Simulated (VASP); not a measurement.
## MoS2: binding and level alignment on metals

How strongly do Au, Ag, Al, Pd, Ir, Rh, Ru, Re, Os and Zn bind MoS2, and where do they put its Fermi level?

Main program and level: VASP 6.6.1; PBE with D3(BJ), no spin polarisation; plane waves and PAW (Mo_sv, S), in the first sound run; inputs show where later runs differ.

## Step 1: Set-up

The cell holds 9 atoms: 3 Mo and 6 S. Its edges and angles: a = 5.453 Å, b = 5.453 Å, c = 22.000 Å, α = 90.0°, β = 90.0°, γ = 120.0°. It derives from MoS2 (2H-MoS2 monolayer). Vacuum lies along c.

## Step 2: Levels of the free sheet, PBE

The free sheet gives its levels against the core potential of Mo.

Level: PBE with D3(BJ), no spin polarisation; plane waves and PAW (Mo_sv, S).

Contents of INCAR:

```
SYSTEM = MoS2
PREC = Normal
ENCUT = 330
EDIFF = 1E-06
NELM = 120
ISMEAR = 0
SIGMA = 0.05
LREAL = .FALSE.
ALGO = Fast
GGA = PE
IVDW = 12
NBANDS = 61
LASPH = .TRUE.
LORBIT = 11
LWAVE = .FALSE.
LCHARG = .FALSE.
KPAR = 8
NCORE = 2
IDIPOL = 3
LDIPOL = .TRUE.
DIPOL = 0.5 0.5 0.5
LVHAR = .TRUE.
LVACPOTAV = .TRUE.
NEDOS = 1500
```

Contents of POSCAR:

```
MoS2
1.0
    4.7221804693      2.7263521652      0.0000000000
   -4.7221804694      2.7263521652      0.0000000000
    0.0000000000      0.0000000000     22.0000000000
Mo S
3 6
Direct
    0.3333333333      0.3333333334      0.5000000000
    0.6666666667      0.0000000000      0.5000000000
    0.0000000000      0.6666666667      0.5000000000
    0.3333333333      0.0000000000      0.4286638357
    0.6666666667      0.6666666666      0.4286638357
    0.0000000000      0.3333333333      0.4286638357
    0.3333333333      0.0000000000      0.5713361643
    0.6666666667      0.6666666666      0.5713361643
    0.0000000000      0.3333333333      0.5713361643
```

Contents of KPOINTS:

```
Automatic mesh
0
Gamma
9 9 1
0 0 0
```

The projector-augmented-wave data sets are Mo_sv and S (PBE family, release 64).

Started as:

```
> mpirun -np 16 vasp_std
```

Output:

```text
[banner, memory and clock lines left out]
running   16 mpi-ranks, on    1 nodes
[...]
LDA part: xc-table for (Slater+PW92), standard interpolation
 POSCAR, INCAR and KPOINTS ok, starting setup
[...]
entering main loop
       N       E                     dE             d eps       ncg     rms          rms(c)
DAV:   1     0.468259342109E+03    0.46826E+03   -0.32491E+04  1848   0.717E+02
DAV:   2    -0.257819000986E+02   -0.49404E+03   -0.47525E+03  1952   0.212E+02
DAV:   3    -0.688774260990E+02   -0.43096E+02   -0.42296E+02  1840   0.569E+01
DAV:   4    -0.698882152146E+02   -0.10108E+01   -0.10076E+01  1832   0.925E+00
[...]
RMM:  19    -0.654970607730E+02   -0.68147E-05   -0.12616E-06  1333   0.370E-03    0.346E-03
RMM:  20    -0.654970673014E+02   -0.65283E-05   -0.56111E-07  1108   0.205E-03    0.124E-03
RMM:  21    -0.654970673543E+02   -0.52960E-07   -0.10256E-07   923   0.107E-03
|                                                                             |
|           W    W    AA    RRRRR   N    N  II  N    N   GGGG   !!!           |
|           W    W   A  A   R    R  NN   N  II  NN   N  G    G  !!!           |
|           W    W  A    A  R    R  N N  N  II  N N  N  G       !!!           |
|           W WW W  AAAAAA  RRRRR   N  N N  II  N  N N  G  GGG   !            |
|           WW  WW  A    A  R   R   N   NN  II  N   NN  G    G                |
|           W    W  A    A  R    R  N    N  II  N    N   GGGG   !!!           |
|                                                                             |
|     Did not find any points to average over, which means that no vacuum     |
|     field-free region was found. Please increase the size of  your cell     |
|     in the dimension of the dipole correction to obtain accurate            |
|     workfunction values.                                                    |
|                                                                             |

   1 F= -.68381269E+02 E0= -.68381269E+02  d E =-.658512E-14
```

Wall time 14 s (16 MPI ranks of Intel Xeon 6975P-C (Granite Rapids), shared host); peak memory 4.1 GiB; 3.5 min of CPU time.

The logs omit lines about the potential files and the build; timing stands in the text.

From OUTCAR (step 2):

```text
 Edisp (eV)   -2.88420

  Total      -0.03470    -0.03470    -0.59569     0.00000     0.00000     0.00000
  in kB      -0.09814    -0.09814    -1.68481     0.00000     0.00000     0.00000
  external pressure =       -0.63 kB  Pullay stress =        0.00 kB

 POSITION                                       TOTAL-FORCE (eV/Angst)
 -----------------------------------------------------------------------------------
     -0.00000      1.81757     11.00000         0.000000      0.000000     -0.000000
      3.14812      1.81757     11.00000         0.000000      0.000000     -0.000000
     -3.14812      1.81757     11.00000         0.000000      0.000000     -0.000000
      1.57406      0.90878      9.43060         0.000000      0.000000      0.003999
      0.00000      3.63514      9.43060        -0.000000      0.000000      0.003999
     -1.57406      0.90878      9.43060        -0.000000      0.000000      0.003999
      1.57406      0.90878     12.56940         0.000000     -0.000000     -0.003999
      0.00000      3.63514     12.56940        -0.000000     -0.000000     -0.003999
     -1.57406      0.90878     12.56940         0.000000     -0.000000     -0.003999
 -----------------------------------------------------------------------------------
    total drift:                                0.000000     -0.000118     -0.000002

  FREE ENERGIE OF THE ION-ELECTRON SYSTEM (eV)
  ---------------------------------------------------
  free  energy   TOTEN  =       -68.3812686448 eV

  energy  without entropy=      -68.3812686448  energy(sigma->0) =      -68.38126864

[... 3 further parts left out ...]
[key lines of the parts left out:]
E-fermi :  -2.0244
```

This run gave:

- energy(sigma→0) of the program: -68.3813 eV
- highest filled level below the vacuum, upper and lower side: 5.88, 5.88 eV

## Step 3: Relax the metal slab, PBE

One member in full, Ir: the two lower layers are held.

Level: PBE with D3(BJ); plane waves and PAW (Ir).

System, named by how it was started: Ir slab. The cell holds 16 atoms: 16 Ir. Cell: a = 5.453 Å, b = 5.453 Å, c = 29.467 Å, α = 90.0°, β = 90.0°, γ = 120.0°. It derives from Ir. Vacuum lies along c.

Contents of INCAR:

```
SYSTEM = Ir
PREC = Normal
ENCUT = 330
EDIFF = 1E-05
NELM = 120
ISMEAR = 1
SIGMA = 0.1
LREAL = Auto
ALGO = Fast
GGA = PE
IVDW = 12
NBANDS = 89
LASPH = .TRUE.
LORBIT = 11
LWAVE = .FALSE.
LCHARG = .FALSE.
KPAR = 4
IBRION = 2
NSW = 30
ISIF = 2
EDIFFG = -0.03
POTIM = 0.4
MAXMIX = 40
IDIPOL = 3
LDIPOL = .TRUE.
DIPOL = 0.5 0.5 0.384
```

Contents of POSCAR:

```
Ir
1.0
    4.7221804690      2.7263521650      0.0000000000
   -4.7221804690      2.7263521650      0.0000000000
    0.0000000000      0.0000000000     29.4672323510
Ir
16
Selective dynamics
Direct
    0.0000000000      0.0000000000      0.2714880010  F F F
    0.0000000000      0.5000000000      0.2714880010  F F F
    0.5000000000      0.0000000000      0.2714880010  F F F
    0.5000000000      0.5000000000      0.2714880010  F F F
    0.1666666670      0.3333333330      0.3464689270  F F F
    0.1666666670      0.8333333330      0.3464689270  F F F
    0.6666666670      0.3333333330      0.3464689270  F F F
    0.6666666670      0.8333333330      0.3464689270  F F F
    0.3333333330      0.1666666670      0.4214498530  T T T
    0.3333333330      0.6666666670      0.4214498530  T T T
    0.8333333330      0.1666666670      0.4214498530  T T T
    0.8333333330      0.6666666670      0.4214498530  T T T
    0.0000000000      0.0000000000      0.4964307790  T T T
    0.0000000000      0.5000000000      0.4964307790  T T T
    0.5000000000      0.0000000000      0.4964307790  T T T
    0.5000000000      0.5000000000      0.4964307790  T T T
```

Contents of KPOINTS:

```
Automatic mesh
0
Gamma
6 6 1
0 0 0
```

Potentials, in the order of the species: Ir (PBE family, release 64).

Started as:

```
> mpirun -np 4 vasp_std
```

Output:

```text
[banner, memory and clock lines left out]
running    4 mpi-ranks, on    1 nodes
[...]
LDA part: xc-table for (Slater+PW92), standard interpolation
 POSCAR, INCAR and KPOINTS ok, starting setup
[...]
entering main loop
       N       E                     dE             d eps       ncg     rms          rms(c)
DAV:   1     0.107448993343E+04    0.10745E+04   -0.46012E+04  1246   0.957E+02
DAV:   2    -0.273150395245E+02   -0.11018E+04   -0.10063E+04  1346   0.364E+02
DAV:   3    -0.135742837743E+03   -0.10843E+03   -0.98719E+02  1564   0.102E+02
DAV:   4    -0.143227051502E+03   -0.74842E+01   -0.69840E+01  1788   0.263E+01
[...]
RMM:  25    -0.134464608373E+03   -0.23928E-04   -0.33808E-06   729   0.585E-03    0.353E-03
RMM:  26    -0.134464625905E+03   -0.17531E-04   -0.19519E-06   613   0.488E-03    0.279E-03
RMM:  27    -0.134464635373E+03   -0.94686E-05   -0.12904E-06   450   0.346E-03
   1 F= -.14303329E+03 E0= -.14302654E+03  d E =-.143033E+03
[... from here on, the cycles between the ionic steps are left out ...]
   2 F= -.14304332E+03 E0= -.14303651E+03  d E =-.100318E-01
   3 F= -.14304724E+03 E0= -.14304041E+03  d E =-.139508E-01
   4 F= -.14305033E+03 E0= -.14304350E+03  d E =-.170453E-01
   5 F= -.14305007E+03 E0= -.14304323E+03  d E =-.167822E-01
   6 F= -.14305064E+03 E0= -.14304381E+03  d E =-.173524E-01
   7 F= -.14305483E+03 E0= -.14304802E+03  d E =-.419338E-02
   8 F= -.14305832E+03 E0= -.14305159E+03  d E =-.768348E-02
   9 F= -.14306019E+03 E0= -.14305375E+03  d E =-.954557E-02
[...]
reached required accuracy - stopping structural energy minimisation
```

Elapsed: 2.7 min, on 4 MPI ranks; peak memory 1.6 GiB.

Parts of OUTCAR (step 3):

```text
  LATTYP: Found a hexagonal cell.
 ALAT       =     5.4527043299
 C/A-ratio  =     5.4041500452

 Subroutine GETGRP returns: Found 12 space group operations
 (whereof  6 operations were pure point group operations)

The static configuration has the point symmetry C_3v.
 The point group associated with its full space group is D_3d.

 Found      7 irreducible k-points:

   k-points           NKPTS =      7   k-points in BZ     NKDIM =      7   number of bands    NBANDS=     89

   dimension x,y,z NGX =    24 NGY =   24 NGZ =  140
   dimension x,y,z NGXF=    48 NGYF=   48 NGZF=  280

   ENCUT  =  330.0 eV  24.25 Ry    4.92 a.u.   8.08  8.08 43.65*2*pi/ulx,y,z

   NELECT =     144.0000    total number of electrons

 Edisp (eV)   -8.60208

 dipolmoment           0.000000      0.000000     -0.003466 electrons x Angstroem

 E-fermi :  -0.7352

 k-point     1 :       0.0000    0.0000    0.0000
  band No.  band energies     occupation
    ...
     58      -1.2801      2.00000
     59      -1.2801      2.00000
     60      -1.1789      2.00000
     61      -1.1789      2.00000
     62      -1.1789      2.00000
     63      -0.6904      0.31915
     64      -0.6904      0.31914
     65      -0.6630      0.06498
     66      -0.6630      0.06498
     67      -0.6630      0.06497
    ...

 k-point     2 :       0.1667   -0.0000    0.0000
  band No.  band energies     occupation
    ...
     62      -1.3365      2.00000
     63      -1.3134      2.00000
     64      -1.3001      2.00000
     65      -1.3001      2.00000
     66      -1.2051      2.00000
     67      -0.6903      0.31747
     68      -0.5141     -0.00761
     69      -0.5141     -0.00761
     70      -0.4187     -0.00007
     71      -0.3427     -0.00000
    ...

 Edisp (eV)   -8.61742

  Total     -18.22786   -18.22786    -2.13234     0.00000     0.00000     0.00000
  in kB     -38.49039   -38.49039    -4.50271     0.00000     0.00000     0.00000
  external pressure =      -27.16 kB  Pullay stress =        0.00 kB

  energy-cutoff  :      330.00
  volume of cell :      758.74
      direct lattice vectors                 reciprocal lattice vectors
     4.722180469  2.726352165  0.000000000     0.105883289  0.183395236  0.000000000
    -4.722180469  2.726352165  0.000000000    -0.105883289  0.183395236  0.000000000
     0.000000000  0.000000000 29.467232351     0.000000000  0.000000000  0.033936000

 POSITION                                       TOTAL-FORCE (eV/Angst)
 -----------------------------------------------------------------------------------
      0.00000      0.00000      8.00000        -0.000000     -0.000000      0.192849
     -2.36109      1.36318      8.00000        -0.000000     -0.000000      0.192849
      2.36109      1.36318      8.00000        -0.000000      0.000000      0.192849
      0.00000      2.72635      8.00000        -0.000000      0.000000      0.192849
     -0.78703      1.36318     10.20948        -0.000000     -0.000000     -0.229341
     -3.14812      2.72635     10.20948        -0.000000     -0.000000     -0.229341
      1.57406      2.72635     10.20948        -0.000000     -0.000000     -0.229341
     -0.78703      4.08953     10.20948        -0.000000     -0.000000     -0.229341
      0.78703      1.36318     12.39178        -0.000000     -0.000000      0.014541
     -1.57406      2.72635     12.39178         0.000000     -0.000000      0.014541
      3.14812      2.72635     12.39178        -0.000000     -0.000000      0.014541
      0.78703      4.08953     12.39178        -0.000000     -0.000000      0.014541
      0.00000      0.00000     14.57588         0.000000     -0.000000      0.021951
     -2.36109      1.36318     14.57588         0.000000      0.000000      0.021951
      2.36109      1.36318     14.57588         0.000000      0.000000      0.021951
      0.00000      2.72635     14.57588         0.000000      0.000000      0.021951
 -----------------------------------------------------------------------------------
    total drift:                                0.000002      0.000000     -0.291393

  FREE ENERGIE OF THE ION-ELECTRON SYSTEM (eV)
  ---------------------------------------------------
  free  energy   TOTEN  =      -143.0601867606 eV

  energy  without entropy=     -143.0408820797  energy(sigma->0) =     -143.05375187

 reached required accuracy - stopping structural energy minimisation

 vacuum level on the upper side and lower side of the slab         4.327         4.264

 total charge
# of ion       s       p       d       tot
------------------------------------------
    1        0.667   0.569   6.897   8.133
    2        0.667   0.569   6.897   8.133
    3        0.667   0.569   6.897   8.133
    4        0.667   0.569   6.897   8.133
    5        0.669   0.735   6.962   8.365
    6        0.669   0.735   6.962   8.365
    7        0.669   0.735   6.962   8.365
    8        0.669   0.735   6.962   8.365
    9        0.672   0.743   6.966   8.381
   10        0.672   0.743   6.966   8.381
   11        0.672   0.743   6.966   8.381
   12        0.672   0.743   6.966   8.381
   13        0.670   0.577   6.902   8.149
   14        0.670   0.577   6.902   8.149
   15        0.670   0.577   6.902   8.149
   16        0.670   0.577   6.902   8.149
--------------------------------------------------
tot         10.708  10.495 110.909 132.112

[... 7 further parts left out ...]
```

CONTCAR:

```
Ir
   1.00000000000000
     4.7221804690000004    2.7263521650000002    0.0000000000000000
    -4.7221804690000004    2.7263521650000002    0.0000000000000000
     0.0000000000000000    0.0000000000000000   29.4672323509999998
  Ir
    16
Selective dynamics
Direct
     0.0000000000000000    0.0000000000000000    0.2714880010000016   F   F   F
     0.0000000000000000    0.5000000000000000    0.2714880010000016   F   F   F
     0.5000000000000000    0.0000000000000000    0.2714880010000016   F   F   F
     0.5000000000000000    0.5000000000000000    0.2714880010000016   F   F   F
     0.1666666670000012    0.3333333329999988    0.3464689269999965   F   F   F
     0.1666666670000012    0.8333333329999988    0.3464689269999965   F   F   F
     0.6666666670000012    0.3333333329999988    0.3464689269999965   F   F   F
     0.6666666670000012    0.8333333329999988    0.3464689269999965   F   F   F
     0.3333333329999988    0.1666666670000012    0.4205274513489014   T   T   T
     0.3333333329999988    0.6666666670000012    0.4205274513489014   T   T   T
     0.8333333329999988    0.1666666670000012    0.4205274513489014   T   T   T
     0.8333333329999988    0.6666666670000012    0.4205274513489014   T   T   T
     0.0000000000000000    0.0000000000000000    0.4946471088869651   T   T   T
     0.0000000000000000    0.5000000000000000    0.4946471088869651   T   T   T
     0.5000000000000000    0.0000000000000000    0.4946471088869651   T   T   T
     0.5000000000000000    0.5000000000000000    0.4946471088869651   T   T   T
```

Numbers from this step:

- energy(sigma→0) of the program: -143.0538 eV
- ionic steps: 9

## Step 4: Work function of the metal, PBE

Level: PBE with D3(BJ); plane waves and PAW (Ir).

Contents of INCAR:

```
SYSTEM = Ir
PREC = Normal
ENCUT = 330
EDIFF = 1E-06
NELM = 120
ISMEAR = 1
SIGMA = 0.1
LREAL = Auto
ALGO = Fast
GGA = PE
IVDW = 12
NBANDS = 89
LASPH = .TRUE.
LORBIT = 11
LWAVE = .FALSE.
LCHARG = .FALSE.
KPAR = 4
IDIPOL = 3
LDIPOL = .TRUE.
DIPOL = 0.5 0.5 0.383
LVHAR = .TRUE.
LVACPOTAV = .TRUE.
NEDOS = 1500
```

Contents of POSCAR:

```
Ir
1.0
    4.7221804690      2.7263521650      0.0000000000
   -4.7221804690      2.7263521650      0.0000000000
    0.0000000000      0.0000000000     29.4672323510
Ir
16
Selective dynamics
Direct
    0.0000000000      0.0000000000      0.2714880010  F F F
    0.0000000000      0.5000000000      0.2714880010  F F F
    0.5000000000      0.0000000000      0.2714880010  F F F
    0.5000000000      0.5000000000      0.2714880010  F F F
    0.1666666670      0.3333333330      0.3464689270  F F F
    0.1666666670      0.8333333330      0.3464689270  F F F
    0.6666666670      0.3333333330      0.3464689270  F F F
    0.6666666670      0.8333333330      0.3464689270  F F F
    0.3333333330      0.1666666670      0.4205274513  T T T
    0.3333333330      0.6666666670      0.4205274513  T T T
    0.8333333330      0.1666666670      0.4205274513  T T T
    0.8333333330      0.6666666670      0.4205274513  T T T
    0.0000000000      0.0000000000      0.4946471089  T T T
    0.0000000000      0.5000000000      0.4946471089  T T T
    0.5000000000      0.0000000000      0.4946471089  T T T
    0.5000000000      0.5000000000      0.4946471089  T T T
```

Contents of KPOINTS:

```
Automatic mesh
0
Gamma
9 9 1
0 0 0
```

Started as:

```
> mpirun -np 4 vasp_std
```

Output:

```text
[... set-up lines as in an earlier step ...]
 entering main loop
       N       E                     dE             d eps       ncg     rms          rms(c)
DAV:   1     0.107019598142E+04    0.10702E+04   -0.45746E+04  2152   0.953E+02
DAV:   2    -0.281322227498E+02   -0.10983E+04   -0.10047E+04  2310   0.364E+02
DAV:   3    -0.135777362877E+03   -0.10765E+03   -0.97958E+02  2696   0.102E+02
DAV:   4    -0.143163669522E+03   -0.73863E+01   -0.68169E+01  3144   0.265E+01
[...]
RMM:  30    -0.134384702802E+03   -0.80462E-05   -0.15702E-06  1268   0.456E-03    0.309E-03
RMM:  31    -0.134384706161E+03   -0.33592E-05   -0.83715E-07  1194   0.362E-03    0.272E-03
RMM:  32    -0.134384706960E+03   -0.79854E-06   -0.39103E-07  1150   0.264E-03
 [... a notice as in an earlier step ...]

   1 F= -.14300213E+03 E0= -.14299927E+03  d E =-.858359E-02
```

Run time: 91 s. Hardware: 4 MPI ranks; peak memory 1.8 GiB.

Parts of OUTCAR (step 4):

```text
 Edisp (eV)   -8.61742

  Total     -18.69062   -18.69062    -1.37914     0.00000     0.00000     0.00000
  in kB     -39.46757   -39.46757    -2.91223     0.00000     0.00000     0.00000
  external pressure =      -27.28 kB  Pullay stress =        0.00 kB

 POSITION                                       TOTAL-FORCE (eV/Angst)
 -----------------------------------------------------------------------------------
      0.00000      0.00000      8.00000        -0.000000     -0.000000      0.151035
     -2.36109      1.36318      8.00000         0.000000     -0.000000      0.151035
      2.36109      1.36318      8.00000        -0.000000      0.000000      0.151035
      0.00000      2.72635      8.00000         0.000000      0.000000      0.151035
     -0.78703      1.36318     10.20948        -0.000000      0.000000     -0.215016
     -3.14812      2.72635     10.20948        -0.000000      0.000000     -0.215016
      1.57406      2.72635     10.20948         0.000000     -0.000000     -0.215016
     -0.78703      4.08953     10.20948         0.000000      0.000000     -0.215016
      0.78703      1.36318     12.39178        -0.000000     -0.000000     -0.017850
     -1.57406      2.72635     12.39178        -0.000000     -0.000000     -0.017850
      3.14812      2.72635     12.39178        -0.000000     -0.000000     -0.017850
      0.78703      4.08953     12.39178         0.000000     -0.000000     -0.017850
      0.00000      0.00000     14.57588         0.000000     -0.000000      0.081832
     -2.36109      1.36318     14.57588        -0.000000      0.000000      0.081832
      2.36109      1.36318     14.57588         0.000000     -0.000000      0.081832
      0.00000      2.72635     14.57588         0.000000      0.000000      0.081832
 -----------------------------------------------------------------------------------
    total drift:                                0.000001      0.000001     -0.147921

  FREE ENERGIE OF THE ION-ELECTRON SYSTEM (eV)
  ---------------------------------------------------
  free  energy   TOTEN  =      -143.0021266409 eV

  energy  without entropy=     -142.9935430467  energy(sigma->0) =     -142.99926544

[... 1 part as in an earlier step ...]

[... 2 further parts left out ...]
[key lines of the parts left out:]
E-fermi :  -0.7629
```

This run gave:

```
energy(sigma→0) of the program      : -142.9993 eV
work function, upper and lower side : 5.47, 5.49 eV
```

VASP warns that it found no field-free region by its own threshold; the planar potential, read 60 % of the way from the top atom to the cell's edge, stands at 5.47 eV above the Fermi level.

(Part 1 of 2 ends here.)

[Lines on the potential files, build, host, timing and source positions are cut from VASP's logs without a mark.]

[Logs are printed without paths, hosts, clocks, repeated set-up lines and the standing remarks that a program may print on its own settings, such as how far it seeks lower states.]

[Hosts, paths, dates, database ids (printed as entryN), source tags and the programs' standing remarks are cut or masked in the printed files.]
